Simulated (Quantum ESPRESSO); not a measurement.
# GaP under changes of volume

One of the cells (21.026 Å³/atom); the others are scaled copies at fixed shape and fractional positions:

```
CELL_PARAMETERS angstrom
1.94302 1.12180 6.43081
-1.94302 1.12180 6.43081
0.00000 -2.24360 6.43081
ATOMIC_POSITIONS crystal
Ga 0.56463 0.56463 0.56463
Ga 0.43537 0.43537 0.43537
P 0.94261 0.94261 0.94261
P 0.05739 0.05739 0.05739
```

Measurements of this composition are mostly on another form, of space group No. 216.

```yaml
Program: Quantum ESPRESSO 7.5
Functional: LDA
Potentials_or_basis: GBRV 1.5 LDA
Cutoff: 762 eV
Density_cutoff: 6095 eV
k_mesh: 8 × 8 × 8
Occupations: fermi-dirac, width 0.05 eV
Spin: no spin polarisation
```

```tsv
volume (Å³/atom)	energy over the lowest point (meV/atom)	pressure (GPa)	gap on the mesh (eV)
19.764	0.00	-0.3	0.71
20.185	2.77	-1.9	0.72
20.605	9.68	-3.4	0.72
21.026	20.27	-4.7	0.71
21.446	?	?	?
21.867	50.84	-6.9	0.68
22.287	70.13	-7.9	0.66
```

What does the run at 21.446 Å³/atom give?

Energy over the lowest point 34.11 meV/atom; pressure -5.9 GPa; gap on the mesh 0.70 eV.

Worked out: A Birch-Murnaghan fit of order 3 (a polynomial in V^(-2/3)) to the other rows has its minimum at 19.72 Å³/atom, just outside them, with B0 = V·E''(V) = 84 GPa and B' = 4.6 at fixed shape and positions, which overstates the stiffness. It gives 34.09 meV/atom at 21.446 Å³/atom, against the run's 34.11, and -dE/dV = -5.8 GPa, against -5.9. A parabola through the other rows of the gap, of slope -0.771 eV per unit of ln V there, gives 0.70 eV, against the run's 0.70.

Energies are extrapolated to zero smearing.

A mesh can miss the band edges. Spin-orbit coupling on Ga is left out.
